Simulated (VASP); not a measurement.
# Si (P6_3/mmc) in VASP: further runs, part 2 of 2

VASP 6.6.1. Earlier steps stand in the parts before.

## 3. Single point, PBE

The input, INCAR:

```
PREC = Accurate
ENCUT = 400
EDIFF = 1E-6
ISMEAR = 0
SIGMA = 0.05
LREAL = F
LASPH = T
NELM = 100
ALGO = Normal
ISIF = 2
LWAVE = F
LCHARG = F
GGA = PE
NBANDS = 16
ADDGRID = F
```

The input, KPOINTS:

```
Automatic mesh
0
Gamma
  10 10 5
```

The input, POSCAR:

```
Si
1.0
    3.8313174605      0.0000000000      0.0000000000
   -1.9156587303      3.3180182508      0.0000000000
    0.0000000000      0.0000000000      6.3326220002
Si
4
Direct
    0.6666666667      0.3333333333      0.9369905000
    0.3333333333      0.6666666667      0.4369905000
    0.6666666667      0.3333333333      0.5630095000
    0.3333333333      0.6666666667      0.0630095000
```

Potentials or basis: VASP PAW PBE potentials, release 64 (Si).

Started as:

```console
$ cat potpaw_PBE.64/Si/POTCAR > POTCAR
$ mpirun -np 1 vasp_std > vasp.out
```

OUTCAR:

```text
PREC = Accurate
   ENCUT = 400
   EDIFF = 1E-6
   ISMEAR = 0
   LREAL = F
   LASPH = T
   NELM = 100
   ISIF = 2
   GGA = PE

 Found     42 irreducible k-points:

 Following reciprocal coordinates:
            Coordinates               Weight
  0.000000  0.000000  0.000000      1.000000
  0.100000 -0.000000  0.000000      6.000000
  0.200000 -0.000000  0.000000      6.000000
  0.300000  0.000000  0.000000      6.000000
  0.400000  0.000000  0.000000      6.000000
  0.500000  0.000000  0.000000      3.000000
   k-points           NKPTS =     42   k-points in BZ     NKDIM =     42   number of bands    NBANDS=     16
   number of dos      NEDOS =    301   number of ions     NIONS =      4
   total plane-waves  NPLWV =  32928
   dimension x,y,z NGX =    28 NGY =   28 NGZ =   42
   dimension x,y,z NGXF=    56 NGYF=   56 NGZF=   84
   ions per type =               4
   NGX,Y,Z   is equivalent  to a cutoff of  12.15, 12.15, 11.03 a.u.
   NGXF,Y,Z  is equivalent  to a cutoff of  24.30, 24.30, 22.05 a.u.
 SYSTEM =  unknown system
   PREC   = accura    normal or accurate (medium, high low for compatibility)
   ISTART =      0    job   : 0-new  1-cont  2-samecut
   ICHARG =      2    charge: 1-file 2-atom 10-const
   ISPIN  =      1    spin polarized calculation?
   LNONCOLLINEAR =      F non collinear calculations
   LSORBIT =      F    spin-orbit coupling
   LASPH  =      T    aspherical Exc in radial PAW
   ENCUT  =  400.0 eV  29.40 Ry    5.42 a.u.   6.25  6.25 10.33*2*pi/ulx,y,z
   NELM   =    100;   NELMIN=  2; NELMDL= -5     # of ELM steps
   EDIFF  = 0.1E-05   stopping-criterion for ELM
   LREAL  =      F    real-space projection
   EDIFFG = 0.1E-04   stopping-criterion for IOM
   NSW    =      0    number of steps for IOM
   IBRION =     -1    ionic relax: 0-MD 1-quasi-New 2-CG
   NFREE  =      0    steps in history (QN), initial steepest desc. (CG)
   ISIF   =      2    stress and relaxation
   ISYM   =      2    0-nonsym 1-usesym 2-fastsym
   POTIM  = 0.5000    time-step for ionic-motion
   TEBEG  =    0.0;   TEEND  =   0.0 temperature during run
   PSTRESS=    0.0 pullay stress
   NELECT =      16.0000    total number of electrons
   NUPDOWN=      -1.0000    fix difference up-down
   EMIN   =  10.00;   EMAX   =-10.00  energy-range for DOS
   EFERMI =   0.00;   METHOD = LEGACY
   ISMEAR =     0;   SIGMA  =   0.05  broadening in eV -4-tet -1-fermi 0-gaus
   EFERMI_NEDOS =   21; number of points for ismear=-14 and -15
   IALGO  =     38    algorithm
   IMIX   =      4    mixing-type and parameters
     AMIX     =   0.40;   BMIX     =  1.00
     AMIX_MAG =   1.60;   BMIX_MAG =  1.00
  volume/ion in A,a.u.               =      20.13       135.81
  Fermi-wavevector in a.u.,A,eV,Ry     =   0.955384  1.805414 12.418837  0.912759
  Thomas-Fermi vector in A             =   2.084217
   LORBIT       =      0    0 simple, 1 ext, 2 COOP (PROOUT), +10 PAW based schemes
   GGA     = PE    functional components
   LHFCALC =     F    Hartree Fock is set to
   AEXX    =    0.0000 exact exchange contribution
   IVDW    =     0    specifies the selected vdW correction
   LEPSILON=     F    determine dielectric tensor
   LRPA    =     F    only Hartree local field effects (RPA)
 non-spin polarized calculation
 Gauss-broadening in eV      SIGMA  =   0.05
  energy-cutoff  :      400.00
  volume of cell :       80.50
 maximum number of plane-waves:      1475
 NGX is ok and might be reduce to    28
   NGX = 13   NGY = 13   NGZ = 21

 number of electron      15.9999999 magnetization

 Free energy of the ion-electron system (eV)
  ---------------------------------------------------
  ext. energy  EPLUGINS =         0.00000000
  ---------------------------------------------------
  free energy    TOTEN  =       -21.64878003 eV

  energy without entropy =      -21.64878003  energy(sigma->0) =      -21.64878003

 E-fermi :   6.2423     XC(G=0):  -9.3841

 val. band max:        6.0282887889   @ k =   0.0000   0.0000   0.0000
 cond. band min:       6.4473802791   @ k =   0.5000   0.0000   0.0000
 fundamental gap:      0.4190914902
 Fermi energy:         6.2422519608

 k-point     1 :       0.0000    0.0000    0.0000
  band No.  band energies     occupation
      1      -6.1627      2.00000
      2      -3.8789      2.00000
      3      -1.1851      2.00000
      4       4.5110      2.00000
      5       4.5110      2.00000
      6       5.6758      2.00000
      7       6.0283      2.00000
      8       6.0283      2.00000
      9       7.0623      0.00000
     10       8.0327      0.00000
     11       8.0327      0.00000
     12       8.3737      0.00000
     13       9.5406      0.00000
     14      10.1998      0.00000
     15      10.1998      0.00000
     16      11.9547      0.00000

 k-point     2 :       0.1000   -0.0000    0.0000
  band No.  band energies     occupation
      1      -6.0464      2.00000
      2      -3.7601      2.00000
      3      -1.1242      2.00000
      4       3.5952      2.00000
      5       4.2758      2.00000
      6       5.1833      2.00000
      7       5.5025      2.00000
      8       5.8167      2.00000
      9       7.5223      0.00000
     10       8.3655      0.00000
     11       8.3845      0.00000
     12       8.4844      0.00000
     13       9.7753      0.00000
     14      10.6403      0.00000
     15      10.6421      0.00000
     16      11.2838      0.00000

 k-point     3 :       0.2000   -0.0000    0.0000
  band No.  band energies     occupation
      1      -5.7019      2.00000
      2      -3.4073      2.00000
      3      -1.0047      2.00000
      4       2.1875      2.00000
      5       3.6537      2.00000
      6       3.8022      2.00000
      7       4.9904      2.00000
      8       5.3777      2.00000
      9       7.2574      0.00000
     10       8.8118      0.00000
     11       9.0198      0.00000
     12       9.3101      0.00000
     13       9.6607      0.00000
     14      10.6141      0.00000
     15      11.7587      0.00000
     16      11.7645      0.00000

 k-point     4 :       0.3000    0.0000    0.0000
  band No.  band energies     occupation
      1      -5.1477      2.00000
      2      -2.8359      2.00000
      3      -1.1369      2.00000
      4       1.2380      2.00000
      5       2.1141      2.00000
      6       3.3646      2.00000
      7       4.2363      2.00000
      8       4.9629      2.00000
      9       6.8813      0.00000
     10       8.8202      0.00000
     11       9.2584      0.00000
     12       9.3393      0.00000
     13       9.3877      0.00000
     14      11.9302      0.00000
     15      12.6468      0.00000
     16      12.7940      0.00000

 k-point     5 :       0.4000    0.0000    0.0000
  band No.  band energies     occupation
      1      -4.4497      2.00000
      2      -2.1051      2.00000
      3      -1.8515      2.00000
      4       0.7727      2.00000
      5       1.1794      2.00000
      6       3.0765      2.00000
      7       3.4525      2.00000
      8       4.6870      2.00000
      9       6.5686      0.00000
     10       8.4898      0.00000
     11       9.1009      0.00000
     12       9.1929      0.00000
     13      10.0045      0.00000
     14      12.4132      0.00000
     15      12.7062      0.00000
     16      13.8294      0.00000

 k-point     6 :       0.5000    0.0000    0.0000
  band No.  band energies     occupation
      1      -3.9796      2.00000
      2      -2.4061      2.00000
      3      -1.5966      2.00000
      4       0.0568      2.00000
      5       1.3699      2.00000
      6       2.9772      2.00000
      7       3.0450      2.00000
      8       4.5915      2.00000
      9       6.4474      0.00000
     10       8.3752      0.00000
     11       9.0209      0.00000
     12       9.1432      0.00000
     13      10.4507      0.00000
     14      12.0864      0.00000
     15      12.4948      0.00000
     16      14.1799      0.00000

 [... further k-points ...]

------------------------ aborting loop because EDIFF is reached ----------------------------------------

  FORCE on cell =-STRESS in cart. coord.  units (eV):
  Direction    XX          YY          ZZ          XY          YZ          ZX
  --------------------------------------------------------------------------------------
  -------------------------------------------------------------------------------------
  Total        0.6689115      0.6689115      0.6967958     -0.0000000     -0.0000000      0.0000000
  in kB       13.3127810     13.3127810     13.8677380     -0.0000000     -0.0000000      0.0000000
  external PRESSURE =      13.4977667 kB  Pullay stress =       0.0000000 kB

 VOLUME and BASIS-vectors are now :
 -----------------------------------------------------------------------------
  energy-cutoff  :      400.00
  volume of cell :       80.50
      direct lattice vectors                 reciprocal lattice vectors
     3.831317461  0.000000000  0.000000000     0.261006823  0.150692360  0.000000000
    -1.915658730  3.318018251  0.000000000     0.000000000  0.301384720  0.000000000
     0.000000000  0.000000000  6.332622000     0.000000000  0.000000000  0.157912473

 POSITION                                       TOTAL-FORCE (eV/Angst)
 -----------------------------------------------------------------------------------
      1.91566      1.10601      5.93361         0.000000     -0.000000      0.005323
     -0.00000      2.21201      2.76730        -0.000000     -0.000000      0.005323
      1.91566      1.10601      3.56533        -0.000000      0.000000     -0.005323
     -0.00000      2.21201      0.39902         0.000000      0.000000     -0.005323
 -----------------------------------------------------------------------------------
    total drift:                                0.000000     -0.000000      0.000000

  FREE ENERGIE OF THE ION-ELECTRON SYSTEM (eV)
  ---------------------------------------------------
  free  energy   TOTEN  =       -21.6487800277 eV

  energy  without entropy=      -21.6487800277  energy(sigma->0) =      -21.64878003
```

stdout:

```text
POSCAR found type information on POSCAR Si
 POSCAR found :  1 types and       4 ions
 scaLAPACK will be used
 LDA part: xc-table for (Slater+PW92), standard interpolation
 POSCAR, INCAR and KPOINTS ok, starting setup
 FFT: planning ... GRIDC
 FFT: planning ... GRID_SOFT
 FFT: planning ... GRID
 WAVECAR not read
 entering main loop
```

Wall time 28 s (1 thread of AMD EPYC 7R13 (Zen 3), shared host); peak memory 0.14 GiB.

These settings aren't checked as converged: the numbers below hold their error.

What came out:

```yaml
Free_energy: -21.6488 eV
Pressure: 1.3 GPa
Largest_force: 0.005 eV/Å
Band_gap_on_the_k_mesh: 0.42 eV, indirect (least direct gap 1.03 eV)
```

Caveat: an odd mesh through Γ misses points on the zone boundary, where band edges often lie.

## 4. Single point, PBE

INCAR is that of step 3.

KPOINTS is that of step 3.

The input, POSCAR:

```
Si
1.0
    3.8313174605      0.0000000000      0.0000000000
   -1.9156587303      3.3180182508      0.0000000000
    0.0000000000      0.0000000000      6.3326220002
Si
4
Direct
    0.6655130000      0.3227030000      0.9380340000
    0.3547120000      0.6831860000      0.4293900000
    0.6599490000      0.3251260000      0.5656880000
    0.3139780000      0.6447660000      0.0617650000
```

Potentials or basis: VASP PAW PBE potentials, release 64 (Si).

Started as:

```console
$ cat potpaw_PBE.64/Si/POTCAR > POTCAR
$ mpirun -np 1 vasp_std > vasp.out
```

OUTCAR:

```text
PREC = Accurate
   ENCUT = 400
   EDIFF = 1E-6
   ISMEAR = 0
   LREAL = F
   LASPH = T
   NELM = 100
   ISIF = 2
   GGA = PE

 Found    252 irreducible k-points:

 Following reciprocal coordinates:
            Coordinates               Weight
  0.000000  0.000000  0.000000      1.000000
  0.100000 -0.000000  0.000000      2.000000
  0.000000  0.100000  0.000000      2.000000
 -0.100000  0.100000  0.000000      2.000000
  0.200000 -0.000000  0.000000      2.000000
[... 193 lines left out ...]

  FORCE on cell =-STRESS in cart. coord.  units (eV):
  Direction    XX          YY          ZZ          XY          YZ          ZX
  --------------------------------------------------------------------------------------
  -------------------------------------------------------------------------------------
  Total        0.2960004      0.8164159      1.2026962      0.0425932      0.8443149      0.6775345
  in kB        5.8910455     16.2484357     23.9362456      0.8476963     16.8036863     13.4843974
  external PRESSURE =      15.3585756 kB  Pullay stress =       0.0000000 kB

 VOLUME and BASIS-vectors are now :
 -----------------------------------------------------------------------------
  energy-cutoff  :      400.00
  volume of cell :       80.50
      direct lattice vectors                 reciprocal lattice vectors
     3.831317461  0.000000000  0.000000000     0.261006823  0.150692360  0.000000000
    -1.915658730  3.318018251  0.000000000     0.000000000  0.301384720  0.000000000
     0.000000000  0.000000000  6.332622000     0.000000000  0.000000000  0.157912473

 POSITION                                       TOTAL-FORCE (eV/Angst)
 -----------------------------------------------------------------------------------
      1.93160      1.07073      5.94021        -0.685592     -0.497934     -0.114510
      0.05026      2.26682      2.71916        -0.597493     -1.022611      0.665280
      1.90564      1.07877      3.58229         0.577662      0.966782     -0.416391
     -0.03220      2.13935      0.39113         0.705423      0.553762     -0.134378
 -----------------------------------------------------------------------------------
    total drift:                                0.000010     -0.000050     -0.000008

  FREE ENERGIE OF THE ION-ELECTRON SYSTEM (eV)
  ---------------------------------------------------
  free  energy   TOTEN  =       -21.5386468027 eV

  energy  without entropy=      -21.5385994436  energy(sigma->0) =      -21.53862312
```

stdout:

```text
POSCAR found type information on POSCAR Si
 POSCAR found :  1 types and       4 ions
 scaLAPACK will be used
 LDA part: xc-table for (Slater+PW92), standard interpolation
 POSCAR, INCAR and KPOINTS ok, starting setup
 FFT: planning ... GRIDC
 FFT: planning ... GRID_SOFT
 FFT: planning ... GRID
 WAVECAR not read
 entering main loop
```

It took 2.6 min on 1 thread of AMD EPYC 7R13 (Zen 3), shared host; peak memory 0.24 GiB.

These settings aren't checked as converged: the numbers below hold their error.

Results:

* Free energy: -21.5386 eV
* Pressure: 1.5 GPa
* Largest force: 1.358 eV/Å
* Band gap on the k mesh: 0.11 eV, indirect (least direct gap 0.76 eV)

Caveat: an odd mesh through Γ misses points on the zone boundary, where band edges often lie.
